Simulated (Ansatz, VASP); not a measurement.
## AlCo in VASP and in Ansatz

```
Co Al
1.0
     2.66920    0.00000    0.00000
    -1.33460    2.31159    0.00000
     0.00000    0.00000    7.49153
Co Al
2 2
Direct
  0.00000 0.00000 0.00000
  0.00000 0.00000 0.50000
  0.33333 0.66667 0.25000
  0.66667 0.33333 0.75000
```

Alike in both runs: functional PBE; k mesh 11 × 11 × 6; occupations fermi-dirac, width 0.1 eV; no spin polarisation.

Ansatz relaxed the structure, and its values are those at the end. VASP's run is a single point on that final structure, the one shown.

|  | VASP | Ansatz |
| --- | --- | --- |
| version | VASP 6.6.1 | Ansatz 0.2.0 |
| potentials or method | VASP PAW PBE potentials, release 64 (Co, Al) | PAW with Ansatz's default frozen-core files, scalar-relativistic |
| plane-wave cutoff (eV) | 520 | 420 |
| valence electrons in the cell | 24 | 40 |

Ansatz gave:

```
pressure (GPa) : 10.0
```

**Question.** Estimate VASP's values.

**Answer.** Pressure (GPa): 9.9.

The two sets of potentials don't hold the same shells in valence.

Spin polarisation is off, so any magnetic state and its effect on volume and gap are missing.
